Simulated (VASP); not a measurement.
# Er (Fm-3m) in VASP: further runs

The runs below take Er through single point, with PBE.

Everything below comes from runs of VASP 6.6.1. Logs are shortened: lines on timing, memory, paths and dates and some standing lists are left out, and cuts for length are marked.

### 1 The crystal as given

It takes space group Fm-3m (No. 225, cubic). The conventional cell has a = 4.960 Å, b = 4.960 Å, c = 4.960 Å, α = 90.00°, β = 90.00°, γ = 90.00°. Er (site symmetry m-3m) has 12 Er at 3.51 Å as nearest neighbours.

This isn't the form of Er at room conditions, which is hcp.

### 2 Single point, PBE, collinear spin, ferromagnetic start

INCAR

```
SYSTEM = Er
PREC     = Accurate       ! precision mode
ENCUT    = 450            ! plane-wave cutoff, eV
EDIFF    = 1E-6           ! SCF threshold, eV
ISMEAR   = -5             ! smearing method
SIGMA    = 0.2            ! smearing width, eV
LREAL    = .False.        ! projectors in reciprocal space
LASPH    = .True.         ! aspherical terms in the spheres
NELM     = 100            ! most SCF steps
ALGO     = Normal         ! electronic algorithm
ISIF     = 2              ! what is computed and relaxed
LWAVE    = .False.        ! write WAVECAR
LCHARG   = .False.        ! write CHGCAR
ISPIN    = 2              ! spin polarisation
MAGMOM   = 3              ! initial moments
LORBIT   = 11             ! projections on sites
LMAXMIX  = 6              ! l up to which the mixer works
GGA      = PE             ! functional
ADDGRID  = .False.
```

KPOINTS

```
Automatic mesh
0
Gamma
  10 10 10
  0 0 0
```

POSCAR

```
Er
1.0
   -0.0089250000      2.4571370000      2.4791170000
    2.4542050000     -0.0023290000      2.4725200000
    2.4870360000      2.4833720000     -0.0351600000
Er
1
Direct
   -0.0043710000     -0.0077920000     -0.0181410000
```

Potentials or basis: VASP PAW PBE potentials, release 64 (Er_3), 4f in core.

The run is started by

```console
$ cat potpaw_PBE.64/Er_3/POTCAR > POTCAR
$ mpirun -np 1 vasp_std > vasp.out
```

OUTCAR:

```text
SYSTEM = Er
   PREC = Accurate
   ENCUT = 450
   EDIFF = 1E-6
   ISMEAR = -5
   LREAL = .False.
   LASPH = .True.
   NELM = 100
   ISIF = 2
   ISPIN = 2
   LORBIT = 11
   GGA = PE

 Found    504 irreducible k-points:

 Following reciprocal coordinates:
            Coordinates               Weight
  0.000000  0.000000  0.000000      1.000000
  0.100000  0.000000 -0.000000      2.000000
  0.200000  0.000000 -0.000000      2.000000
  0.300000  0.000000 -0.000000      2.000000
  0.400000  0.000000 -0.000000      2.000000
  0.500000  0.000000 -0.000000      1.000000
   k-points           NKPTS =    504   k-points in BZ     NKDIM =    504   number of bands    NBANDS=     10
   number of dos      NEDOS =    301   number of ions     NIONS =      1
   total plane-waves  NPLWV =  13824
   dimension x,y,z NGX =    24 NGY =   24 NGZ =   24
   dimension x,y,z NGXF=    48 NGYF=   48 NGZF=   48
   ions per type =               1
   NGX,Y,Z   is equivalent  to a cutoff of  11.43, 11.45, 11.35 a.u.
   NGXF,Y,Z  is equivalent  to a cutoff of  22.86, 22.91, 22.70 a.u.
 SYSTEM =  Er
   PREC   = accura    normal or accurate (medium, high low for compatibility)
   ISTART =      0    job   : 0-new  1-cont  2-samecut
   ICHARG =      2    charge: 1-file 2-atom 10-const
   ISPIN  =      2    spin polarized calculation?
   LNONCOLLINEAR =      F non collinear calculations
   LSORBIT =      F    spin-orbit coupling
   LASPH  =      T    aspherical Exc in radial PAW
   ENCUT  =  450.0 eV  33.07 Ry    5.75 a.u.   6.04  6.03  6.08*2*pi/ulx,y,z
   NELM   =    100;   NELMIN=  2; NELMDL= -5     # of ELM steps
   EDIFF  = 0.1E-05   stopping-criterion for ELM
   LREAL  =      F    real-space projection
   EDIFFG = 0.1E-04   stopping-criterion for IOM
   NSW    =      0    number of steps for IOM
   IBRION =     -1    ionic relax: 0-MD 1-quasi-New 2-CG
   NFREE  =      0    steps in history (QN), initial steepest desc. (CG)
   ISIF   =      2    stress and relaxation
   ISYM   =      2    0-nonsym 1-usesym 2-fastsym
   POTIM  = 0.5000    time-step for ionic-motion
   TEBEG  =    0.0;   TEEND  =   0.0 temperature during run
   PSTRESS=    0.0 pullay stress
   NELECT =       9.0000    total number of electrons
   NUPDOWN=      -1.0000    fix difference up-down
   EMIN   =  10.00;   EMAX   =-10.00  energy-range for DOS
   EFERMI =   0.00;   METHOD = LEGACY
   ISMEAR =    -5;   SIGMA  =   0.20  broadening in eV -4-tet -1-fermi 0-gaus
   EFERMI_NEDOS =   21; number of points for ismear=-14 and -15
   IALGO  =     38    algorithm
   IMIX   =      4    mixing-type and parameters
     AMIX     =   0.40;   BMIX     =  1.00
     AMIX_MAG =   1.60;   BMIX_MAG =  1.00
  volume/ion in A,a.u.               =      30.50       205.83
  Fermi-wavevector in a.u.,A,eV,Ry     =   1.089904  2.059619 16.162220  1.187890
  Thomas-Fermi vector in A             =   2.226117
   LORBIT       =     11    0 simple, 1 ext, 2 COOP (PROOUT), +10 PAW based schemes
   GGA     = PE    functional components
   LHFCALC =     F    Hartree Fock is set to
   AEXX    =    0.0000 exact exchange contribution
   IVDW    =     0    specifies the selected vdW correction
   LEPSILON=     F    determine dielectric tensor
   LRPA    =     F    only Hartree local field effects (RPA)
 spin polarized calculation
 Fermi weights with tetrahedron method with Bloechl corrections
  energy-cutoff  :      450.00
  volume of cell :       30.50
 maximum number of plane-waves:       672
   NGX = 13   NGY = 13   NGZ = 13

 number of electron       9.0000000 magnetization      -0.0185723

 number of electron       9.0000000 magnetization       0.0000966

 Free energy of the ion-electron system (eV)
  ---------------------------------------------------
  ext. energy  EPLUGINS =         0.00000000
  ---------------------------------------------------
  free energy    TOTEN  =        -4.46678603 eV

  energy without entropy =       -4.46678603  energy(sigma->0) =       -4.46678603

 E-fermi :   3.0490     XC(G=0):  -9.8745

 val. band max:        3.0695033266   @ k =  -0.4000  -0.2000   0.2000
 cond. band min:       3.0324981044   @ k =  -0.2000  -0.2000   0.2000
 fundamental gap:     -0.0370052223
 Fermi energy:         3.0490231598

 spin component 1

 k-point     1 :       0.0000    0.0000    0.0000
  band No.  band energies     occupation
      1     -21.3147      1.00000
      2     -21.3004      1.00000
      3     -21.2971      1.00000
      4      -2.4831      1.00000
      5       4.9219      0.00000
      6       5.1620      0.00000
      7       5.1886      0.00000
      8       7.3859      0.00000
      9       7.5000      0.00000
     10      12.6402      0.00000

 k-point     2 :       0.1000    0.0000   -0.0000
  band No.  band energies     occupation
      1     -21.3639      1.00000
      2     -21.3192      1.00000
      3     -21.3057      1.00000
      4      -2.2058      1.00000
      5       4.7765      0.00000
      6       5.1188      0.00000
      7       5.3241      0.00000
      8       7.2421      0.00000
      9       7.3371      0.00000
     10      13.2688      0.00000

 k-point     3 :       0.2000    0.0000   -0.0000
  band No.  band energies     occupation
      1     -21.5199      1.00000
      2     -21.3377      1.00000
      3     -21.3280      1.00000
      4      -1.4436      1.00000
      5       4.1655      0.00000
      6       5.2782      0.00000
      7       5.5251      0.00000
      8       7.1680      0.00000
      9       7.2163      0.00000
     10      13.2446      0.00000

 k-point     4 :       0.3000    0.0000   -0.0000
  band No.  band energies     occupation
      1     -21.7065      1.00000
      2     -21.3605      1.00000
      3     -21.3549      1.00000
      4      -0.4297      1.00000
      5       3.6861      0.00000
      6       5.1390      0.00000
      7       5.3731      0.00000
      8       7.6975      0.00000
      9       7.8071      0.00000
     10      12.1607      0.00000

 k-point     5 :       0.4000    0.0000   -0.0000
  band No.  band energies     occupation
      1     -21.8525      1.00000
      2     -21.3801      1.00000
      3     -21.3752      1.00000
      4       0.3950      1.00000
      5       3.6358      0.00000
      6       4.8785      0.00000
      7       5.1071      0.00000
      8       8.5873      0.00000
      9       8.7844      0.00000
     10      11.5141      0.00000

 k-point     6 :       0.5000    0.0000   -0.0000
  band No.  band energies     occupation
      1     -21.9072      1.00000
      2     -21.3880      1.00000
      3     -21.3825      1.00000
      4       0.6714      1.00000
      5       3.7777      0.00000
      6       4.7685      0.00000
      7       4.9978      0.00000
      8       9.0644      0.00000
      9       9.3102      0.00000
     10      11.3717      0.00000

 [... further k-points ...]

 spin component 2

 k-point     1 :       0.0000    0.0000    0.0000
  band No.  band energies     occupation
      1     -21.3146      1.00000
      2     -21.3003      1.00000
      3     -21.2970      1.00000
      4      -2.4830      1.00000
      5       4.9218      0.00000
      6       5.1619      0.00000
      7       5.1885      0.00000
      8       7.3859      0.00000
      9       7.4999      0.00000
     10      12.6403      0.00000

 k-point     2 :       0.1000    0.0000   -0.0000
  band No.  band energies     occupation
      1     -21.3638      1.00000
      2     -21.3191      1.00000
      3     -21.3056      1.00000
      4      -2.2057      1.00000
      5       4.7765      0.00000
      6       5.1187      0.00000
      7       5.3240      0.00000
      8       7.2421      0.00000
      9       7.3370      0.00000
     10      13.2689      0.00000

 k-point     3 :       0.2000    0.0000   -0.0000
  band No.  band energies     occupation
      1     -21.5199      1.00000
      2     -21.3376      1.00000
      3     -21.3279      1.00000
      4      -1.4436      1.00000
      5       4.1654      0.00000
      6       5.2781      0.00000
      7       5.5250      0.00000
      8       7.1679      0.00000
      9       7.2162      0.00000
     10      13.2450      0.00000

 k-point     4 :       0.3000    0.0000   -0.0000
  band No.  band energies     occupation
      1     -21.7064      1.00000
      2     -21.3604      1.00000
      3     -21.3549      1.00000
      4      -0.4297      1.00000
      5       3.6861      0.00000
      6       5.1389      0.00000
      7       5.3731      0.00000
      8       7.6975      0.00000
      9       7.8071      0.00000
     10      12.1612      0.00000

 k-point     5 :       0.4000    0.0000   -0.0000
  band No.  band energies     occupation
      1     -21.8525      1.00000
      2     -21.3800      1.00000
      3     -21.3752      1.00000
      4       0.3950      1.00000
      5       3.6360      0.00000
      6       4.8784      0.00000
      7       5.1071      0.00000
      8       8.5873      0.00000
      9       8.7844      0.00000
     10      11.5144      0.00000

 k-point     6 :       0.5000    0.0000   -0.0000
  band No.  band energies     occupation
      1     -21.9071      1.00000
      2     -21.3880      1.00000
      3     -21.3824      1.00000
      4       0.6714      1.00000
      5       3.7779      0.00000
      6       4.7685      0.00000
      7       4.9978      0.00000
      8       9.0644      0.00000
      9       9.3102      0.00000
     10      11.3717      0.00000

 [... further k-points ...]
[... 5 lines left out ...]
  --------------------------------------------------------------------------------------
  -------------------------------------------------------------------------------------
  Total       -0.0001174      0.0082879     -0.0496930     -0.0651569      0.0763712      0.1111974
  in kB       -0.0061649      0.4353621     -2.6103765     -3.4226968      4.0117800      5.8412043
  external PRESSURE =      -0.7270597 kB  Pullay stress =       0.0000000 kB

 VOLUME and BASIS-vectors are now :
 -----------------------------------------------------------------------------
  energy-cutoff  :      450.00
  volume of cell :       30.50
      direct lattice vectors                 reciprocal lattice vectors
    -0.008925000  2.457137000  2.479117000    -0.201313527  0.204442392  0.200014888
     2.454205000 -0.002329000  2.472520000     0.204685885 -0.202140878  0.201085569
     2.487036000  2.483372000 -0.035160000     0.199378760  0.200206110 -0.197713292

 POSITION                                       TOTAL-FORCE (eV/Angst)
 -----------------------------------------------------------------------------------
      4.86811      4.88241      4.88701         0.000000     -0.000000      0.000000
 -----------------------------------------------------------------------------------
    total drift:                               -0.000002     -0.000001     -0.000000

  FREE ENERGIE OF THE ION-ELECTRON SYSTEM (eV)
  ---------------------------------------------------
  free  energy   TOTEN  =        -4.4667860274 eV

  energy  without entropy=       -4.4667860274  energy(sigma->0) =       -4.46678603

 total charge

# of ion       s       p       d       tot
------------------------------------------
    1        0.514   6.501   1.105   8.120

 magnetization (x)

# of ion       s       p       d       tot
------------------------------------------
    1       -0.000   0.000   0.000   0.000
```

It took 66 s on 1 thread of Intel Xeon 6975P-C (Granite Rapids), shared host; peak memory 0.31 GiB.

These settings aren't checked as converged: the numbers below hold their error.

What came out:

```yaml
Free_energy: -4.4668 eV
Pressure: -0.1 GPa
Band_gap_on_the_k_mesh: none (metal or under the smearing width)
Net_moment: 0.00 μB per cell
Valence_electrons_inside_the_program's_atomic_spheres: Er 8.12
```

Caveat: the magnetic or orbital state may not be the lowest; spin-orbit coupling is left out, which moves the levels of the heavy elements; the 4f electrons are frozen in the core as for a trivalent ion, so they carry no moment and show no levels; tetrahedron occupations give inexact forces and stress in metals.

### 3 Single point, PBE, collinear spin, ferromagnetic start

INCAR, as its differences from that of step 2:

```diff
@@ -4,3 +4,3 @@
 EDIFF    = 1E-6           ! SCF threshold, eV
-ISMEAR   = -5             ! smearing method
+ISMEAR   = 1              ! smearing method
 SIGMA    = 0.2            ! smearing width, eV
```

KPOINTS is that of step 2.

POSCAR

```
Er
1.0
    0.0000000000      2.4798434248      2.4798434248
    2.4798434248      0.0000000000      2.4798434248
    2.4798434248      2.4798434248      0.0000000000
Er
1
Direct
    0.0000000000      0.0000000000      0.0000000000
```

Potentials or basis: VASP PAW PBE potentials, release 64 (Er_3), 4f in core.

The run is started by

```console
$ cat potpaw_PBE.64/Er_3/POTCAR > POTCAR
$ mpirun -np 1 vasp_std > vasp.out
```

Run time: 11 s. Hardware: 1 thread of Intel Xeon 6975P-C (Granite Rapids), shared host; peak memory 0.15 GiB.

These settings aren't checked as converged: the numbers below hold their error.

Results:

```
Free energy                                           : -4.4689 eV
Pressure                                              : -0.1 GPa
Band gap on the k mesh                                : none (metal or under the smearing width)
Net moment                                            : 0.00 μB per cell
Valence electrons inside the program's atomic spheres : Er 8.12
```

Caveat: the magnetic or orbital state may not be the lowest; spin-orbit coupling is left out, which moves the levels of the heavy elements; the 4f electrons are frozen in the core as for a trivalent ion, so they carry no moment and show no levels.

### 4 Single point, PBE, collinear spin, ferromagnetic start

INCAR is that of step 3.

KPOINTS is that of step 3.

POSCAR

```
Er
1.0
   -0.0089250000      2.4571370000      2.4791170000
    2.4542050000     -0.0023290000      2.4725200000
    2.4870360000      2.4833720000     -0.0351600000
Er
1
Direct
   -0.0043710000     -0.0077920000     -0.0181410000
```

The run is started by

```console
$ cat potpaw_PBE.64/Er_3/POTCAR > POTCAR
$ mpirun -np 1 vasp_std > vasp.out
```

It took 68 s on 1 thread of Intel Xeon 6975P-C (Granite Rapids), shared host; peak memory 0.3 GiB.

The run converged, but some of its settings lie outside the range that counts as converged, so its numbers aren't taken as properties of the crystal.

Results:

| Quantity | Value |
| --- | --- |
| Free energy | -4.4672 eV |
| Pressure | -0.1 GPa |
| Band gap on the k mesh | none (metal or under the smearing width) |
| Net moment | 0.00 μB per cell |
| Valence electrons inside the program's atomic spheres | Er 8.12 |

Caveat: the magnetic or orbital state may not be the lowest; spin-orbit coupling is left out, which moves the levels of the heavy elements; the 4f electrons are frozen in the core as for a trivalent ion, so they carry no moment and show no levels.

### 5 Single point, PBE, collinear spin, ferromagnetic start

INCAR, as its differences from that of step 4:

```diff
@@ -4,3 +4,3 @@
 EDIFF    = 1E-6           ! SCF threshold, eV
-ISMEAR   = 1              ! smearing method
+ISMEAR   = -1             ! smearing method
 SIGMA    = 0.2            ! smearing width, eV
```

KPOINTS is that of step 4.

POSCAR

```
Er
1.0
    0.0000000000      2.4798434248      2.4798434248
    2.4798434248      0.0000000000      2.4798434248
    2.4798434248      2.4798434248      0.0000000000
Er
1
Direct
    0.0000000000      0.0000000000      0.0000000000
```

The run is started by

```console
$ cat potpaw_PBE.64/Er_3/POTCAR > POTCAR
$ mpirun -np 1 vasp_std > vasp.out
```

Wall time 11 s (1 thread of Intel Xeon 6975P-C (Granite Rapids), shared host); peak memory 0.15 GiB.

These settings aren't checked as converged: the numbers below hold their error.

What came out:

| Quantity | Value |
| --- | --- |
| Free energy | -4.5673 eV |
| Pressure | 0.6 GPa |
| Band gap on the k mesh | none (metal or under the smearing width) |
| Net moment | 0.00 μB per cell |
| Valence electrons inside the program's atomic spheres | Er 8.13 |

Caveat: the magnetic or orbital state may not be the lowest; spin-orbit coupling is left out, which moves the levels of the heavy elements; the 4f electrons are frozen in the core as for a trivalent ion, so they carry no moment and show no levels.
